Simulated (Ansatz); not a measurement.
## SrCl₂ under strong compression

```yaml
crystal:
  lattice:
    - [0.00000, 3.49975, 3.49975]
    - [3.49975, 0.00000, 3.49975]
    - [3.49975, 3.49975, 0.00000]
  atoms:
    - { symbol: Sr, position: [0.00000, 0.00000, 0.00000] }
    - { symbol: Cl, position: [0.75000, 0.75000, 0.75000] }
    - { symbol: Cl, position: [0.25000, 0.25000, 0.25000] }
```

The base volume is that of a database entry, so it needn't be at zero pressure; the structure needn't be the stable phase, at rest or compressed.

Its volume is scaled at fixed shape and fractional positions.

All numbers are PBEsol results (scalar-relativistic) from Ansatz 0.2.0, with a Γ-centred 7×7×7 k mesh, Fermi–Dirac smearing of 0.03 eV, no spin polarisation. Methods: LAPW: all electrons, basis error target 1 meV/atom; PAW: frozen-core files, cutoff 420 eV; crystal datasets: all electrons, by PAW datasets that the program makes for each cell.

Energies are extrapolated to zero smearing and count from the unscaled cell; pressure is positive in compression; gaps take the mesh and a band path. No temperature or zero-point motion is included.

The PAW files were made under PBE. The structure type is held throughout; the real material can change phase at far lower pressure.

```tsv
V/V0	V (Å³/atom)	P LAPW (GPa)	ΔE LAPW (eV/atom)	P PAW − LAPW (GPa)	ΔE PAW − LAPW (meV/atom)	gap (eV)
1.00	28.58	-1.37	0.000	0.00	0.0	5.11
0.90	25.72	?	0.010	0.00	0.0	5.28
0.60	17.15	51.0	1.074	-0.02	-0.4	4.50
0.50	14.29	103.2	2.395	-0.05	-1.0	3.79
```

(1) Fill in "P LAPW (GPa)" for the row "0.90".

(2) From the table, what is the rise of the enthalpy H = E + pV up to the last row, and how stiff is the crystal between the last two rows?

(3) At the smallest volume, how far do crystal datasets lie from LAPW in pressure?

Answers

(1) 2.92.

(2) ΔH = 2.395 eV + (103.2 GPa × 14.29 Å³ + 1.37 GPa × 28.58 Å³) × 0.006242 eV/(GPa·Å³) = 11.84 eV/atom, of which pV makes 80 %. The mean bulk modulus there is −ΔP/Δln V = 286 GPa.

(3) crystal datasets: 0.00 GPa, on a LAPW pressure of 103.2 GPa.
